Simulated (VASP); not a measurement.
Computed with PBE GGA, VASP's PBE PAW potentials (set 64) (plane waves; VASP).

The input files of a VASP run:

File KPOINTS:
```
K-points
0
gamma
  9 9 9
0 0 0
```

**POSCAR**
```
InN
1
    0.0000000000     2.5640110000     2.5640110000
    2.5640110000     0.0000000000     2.5640110000
    2.5640110000     2.5640110000     0.0000000000
In N
1 1
Direct
  0.0000000000   0.0000000000   0.0000000000
  0.2500000000   0.2500000000   0.2500000000
```

INCAR:
```
SYSTEM = InN
PREC = Accurate
ENCUT = 400
EDIFF = 1E-6
NELM = 100
ALGO = Normal
LREAL = .FALSE.
LASPH = .TRUE.
ISMEAR = 0
SIGMA = 0.136
GGA = PE
LMAXMIX = 4
LWAVE = .FALSE.
LCHARG = .FALSE.
ISIF = 2
```

POTCAR, in this order: In_d N (PBE.64 set). Program: vasp_std.

What VASP printed:

**OSZICAR**
```
       N       E                     dE             d eps       ncg     rms          rms(c)
DAV:   1     0.115058540398E+03    0.11506E+03   -0.80407E+03   931   0.152E+03
DAV:   2    -0.279310156887E+01   -0.11785E+03   -0.11290E+03  1010   0.332E+02
DAV:   3    -0.125677703589E+02   -0.97747E+01   -0.95516E+01  1113   0.101E+02
DAV:   4    -0.127980548395E+02   -0.23028E+00   -0.22995E+00  1047   0.171E+01
DAV:   5    -0.128065544820E+02   -0.84996E-02   -0.84992E-02  1177   0.304E+00    0.922E+00
DAV:   6    -0.107354607250E+02    0.20711E+01   -0.84222E+00  1352   0.480E+01    0.530E+00
DAV:   7    -0.106814423710E+02    0.54018E-01   -0.58729E-01   994   0.982E+00    0.214E+00
DAV:   8    -0.106697910697E+02    0.11651E-01   -0.10810E-01  1025   0.307E+00    0.533E-01
DAV:   9    -0.106663637052E+02    0.34274E-02   -0.88662E-03  1387   0.178E+00    0.241E-01
DAV:  10    -0.106669041647E+02   -0.54046E-03   -0.16737E-03   955   0.359E-01    0.830E-02
DAV:  11    -0.106669527943E+02   -0.48630E-04   -0.68738E-05  1162   0.727E-02    0.171E-02
DAV:  12    -0.106669524649E+02    0.32942E-06   -0.23630E-05  1085   0.580E-02    0.128E-02
DAV:  13    -0.106669514873E+02    0.97751E-06   -0.45967E-06  1193   0.382E-02
   1 F= -.10666951E+02 E0= -.10666692E+02  d E =-.519945E-03
```

**OUTCAR**
```
------------------------ aborting loop because EDIFF is reached ----------------------------------------
  FORCE on cell =-STRESS in cart. coord.  units (eV):
  Direction    XX          YY          ZZ          XY          YZ          ZX
  --------------------------------------------------------------------------------------
  Total       -1.4761746     -1.4761746     -1.4761746      0.0000000      0.0000000      0.0000000
  in kB      -70.1550032    -70.1550032    -70.1550032      0.0000000      0.0000000      0.0000000
  external PRESSURE =     -70.1550032 kB  Pullay stress =       0.0000000 kB
  volume of cell :       33.71
      direct lattice vectors                 reciprocal lattice vectors
     0.000000000  2.564011000  2.564011000    -0.195006964  0.195006964  0.195006964
     2.564011000  0.000000000  2.564011000     0.195006964 -0.195006964  0.195006964
     2.564011000  2.564011000  0.000000000     0.195006964  0.195006964 -0.195006964
 POSITION                                       TOTAL-FORCE (eV/Angst)
 -----------------------------------------------------------------------------------
      0.00000      0.00000      0.00000        -0.000000     -0.000000      0.000000
      1.28201      1.28201      1.28201         0.000000      0.000000     -0.000000
 -----------------------------------------------------------------------------------
    total drift:                                0.000001      0.000001      0.000001
  FREE ENERGIE OF THE ION-ELECTRON SYSTEM (eV)
  ---------------------------------------------------
  free  energy   TOTEN  =       -10.6669514873 eV

  energy  without entropy=      -10.6664315422  energy(sigma->0) =      -10.66669151
```
(Selected blocks of OUTCAR.)

At this cut-off the stress carries a Pulay error, which pulls relaxed volumes low.

The structure comes from a computed database's InN entry; how it stands against other phases isn't given here. The cell was not relaxed at this level.
